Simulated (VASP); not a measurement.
# Si (Fd-3m) in VASP: a series of runs, part 2 of 2

VASP 6.6.1.

## 4. Relaxation of the atoms, LDA (a relaxed cell with its volume scaled by 0.94)

Input file INCAR:

```
  ALGO = Normal
  EDIFF = 1E-7
  EDIFFG = -0.01
  ENCUT = 600
  IBRION = 2
  ISIF = 2
  ISMEAR = 0
  LASPH = T
  LCHARG = F
  LREAL = F
  LWAVE = F
  NELM = 80
  NSW = 40
  PREC = Accurate
  SIGMA = 0.03
```

Input file KPOINTS:

```
k-points
0
Gamma
  10 10 10
```

Input file POSCAR:

```
Si                                      
1.0
    0.0000000000      2.6463459833      2.6463459833
    2.6463459833      0.0000000000      2.6463459833
    2.6463459833      2.6463459833      0.0000000000
  Si            
     2
Direct
     0.7500000000000000    0.7500000000000000    0.7500000000000000
     0.5000000000000000    0.5000000000000000    0.5000000000000000
```

Potentials or basis: VASP PAW LDA potentials, release 64 (Si).

Command:

```sh
$ cat potpaw_LDA.64/Si/POTCAR > POTCAR
$ mpirun -np 1 vasp_std > vasp.out
```

OUTCAR:

```text
EDIFF = 1E-7
   EDIFFG = -0.01
   ENCUT = 600
   IBRION = 2
   ISIF = 2
   ISMEAR = 0
   LASPH = T
   LREAL = F
   NELM = 80
   NSW = 40
   PREC = Accurate

 ion  position               nearest neighbor table
   1  0.750  0.750  0.750-   2 2.29   2 2.29   2 2.29   2 2.29
   2  0.500  0.500  0.500-   1 2.29   1 2.29   1 2.29   1 2.29

  LATTYP: Found a face centered cubic cell.
 ALAT       =     5.2926919666

  Lattice vectors:

 A1 = (   0.0000000000,   2.6463459833,   2.6463459833)
 A2 = (   2.6463459833,   0.0000000000,   2.6463459833)
 A3 = (   2.6463459833,   2.6463459833,   0.0000000000)

Analysis of symmetry for initial positions (statically):
=====================================================================
 Subroutine PRICEL returns:
 Original cell was already a primitive cell.

 Routine SETGRP: Setting up the symmetry group for a
 face centered cubic supercell.

 Subroutine GETGRP returns: Found 48 space group operations
 (whereof 24 operations were pure point group operations)
 out of a pool of 48 trial point group operations.

The static configuration has the point symmetry T_d .
 The point group associated with its full space group is O_h .

Analysis of symmetry for dynamics (positions and initial velocities):
=====================================================================
 Subroutine PRICEL returns:
 Original cell was already a primitive cell.

 Routine SETGRP: Setting up the symmetry group for a
 face centered cubic supercell.

 Subroutine GETGRP returns: Found 48 space group operations
 (whereof 24 operations were pure point group operations)
 out of a pool of 48 trial point group operations.

The dynamic configuration has the point symmetry T_d .
 The point group associated with its full space group is O_h .

 Subroutine INISYM returns: Found 48 space group operations
 (whereof 24 operations are pure point group operations),
 and found     1 'primitive' translations

----------------------------------------------------------------------------------------

                                     Primitive cell

[... 119 lines left out ...]
   LEPSILON=     F    determine dielectric tensor
   LRPA    =     F    only Hartree local field effects (RPA)
 conjugate gradient relaxation of ions
 non-spin polarized calculation
 Gauss-broadening in eV      SIGMA  =   0.03
  energy-cutoff  :      600.00
  volume of cell :       37.07
 maximum number of plane-waves:      1260
 NGX is ok and might be reduce to    30
   NGX = 15   NGY = 15   NGZ = 15

 number of electron       8.0000000 magnetization

 Free energy of the ion-electron system (eV)
  ---------------------------------------------------
  ext. energy  EPLUGINS =         0.00000000
  ---------------------------------------------------
  free energy    TOTEN  =       -11.87150813 eV

  energy without entropy =      -11.87150813  energy(sigma->0) =      -11.87150813

 E-fermi :   6.7658     XC(G=0):  -9.8989

 val. band max:        6.5856825381   @ k =   0.0000   0.0000   0.0000
 cond. band min:       6.9297711230   @ k =   0.4000   0.4000   0.0000
 fundamental gap:      0.3440885849
 Fermi energy:         6.7657708613

 k-point     1 :       0.0000    0.0000    0.0000
  band No.  band energies     occupation
      1      -5.9162      2.00000
      2       6.5857      2.00000
      3       6.5857      2.00000
      4       6.5857      2.00000
      5       9.1395      0.00000
      6       9.1395      0.00000
      7       9.1395      0.00000
      8      10.7018      0.00000
[... 243 lines left out ...]
 k-point    24 :       0.4000    0.3000    0.0000
  band No.  band energies     occupation
      1      -3.6037      2.00000
      2       1.0635      2.00000
      3       3.4913      2.00000
      4       3.9701      2.00000
      5       7.4441      0.00000
      6       8.6477      0.00000
      7      13.8383      0.00000
      8      13.8704      0.00000

 [... further k-points ...]

------------------------ aborting loop because EDIFF is reached ----------------------------------------

  FORCE on cell =-STRESS in cart. coord.  units (eV):
  Direction    XX          YY          ZZ          XY          YZ          ZX
  --------------------------------------------------------------------------------------
  -------------------------------------------------------------------------------------
  Total        1.5764395      1.5764395      1.5764395     -0.0000000      0.0000000      0.0000000
  in kB       68.1424941     68.1424941     68.1424941     -0.0000000      0.0000000      0.0000000
  external PRESSURE =      68.1424941 kB  Pullay stress =       0.0000000 kB

 VOLUME and BASIS-vectors are now :
 -----------------------------------------------------------------------------
  energy-cutoff  :      600.00
  volume of cell :       37.07
      direct lattice vectors                 reciprocal lattice vectors
     0.000000000  2.646345983  2.646345983    -0.188939769  0.188939769  0.188939769
     2.646345983  0.000000000  2.646345983     0.188939769 -0.188939769  0.188939769
     2.646345983  2.646345983  0.000000000     0.188939769  0.188939769 -0.188939769

 POSITION                                       TOTAL-FORCE (eV/Angst)
 -----------------------------------------------------------------------------------
      3.96952      3.96952      3.96952        -0.000000     -0.000000     -0.000000
      2.64635      2.64635      2.64635         0.000000      0.000000      0.000000
 -----------------------------------------------------------------------------------
    total drift:                                0.000000     -0.000000     -0.000000

  FREE ENERGIE OF THE ION-ELECTRON SYSTEM (eV)
  ---------------------------------------------------
  free  energy   TOTEN  =       -11.8715081326 eV

  energy  without entropy=      -11.8715081326  energy(sigma->0) =      -11.87150813

 reached required accuracy - stopping structural energy minimisation
```

CONTCAR:

```text
Si
   1.00000000000000
     0.0000000000000000    2.6463459832999998    2.6463459832999998
     2.6463459832999998    0.0000000000000000    2.6463459832999998
     2.6463459832999998    2.6463459832999998    0.0000000000000000
  Si
     2
Direct
     0.7500000000000000    0.7500000000000000    0.7500000000000000
     0.5000000000000000    0.5000000000000000    0.5000000000000000

  0.00000000E+00  0.00000000E+00  0.00000000E+00
  0.00000000E+00  0.00000000E+00  0.00000000E+00
```

Wall time 7 s (1 thread of Intel Xeon 6975P-C (Granite Rapids), shared host); peak memory 0.14 GiB.

What came out:

```yaml
Free_energy: -11.8715 eV
Pressure_after_relaxing: 6.8 GPa
Band_gap_on_the_k_mesh: 0.34 eV, indirect (least direct gap 2.55 eV)
```

Final structure:
```xyz
2
Lattice="0.0000 2.6463 2.6463 2.6463 0.0000 2.6463 2.6463 2.6463 0.0000" Properties=species:S:1:pos:R:3 pbc="T T T"
Si    3.9695    3.9695    3.9695
Si    2.6463    2.6463    2.6463
```

Caveat: the relaxation stopped at its first step, so nothing moved.
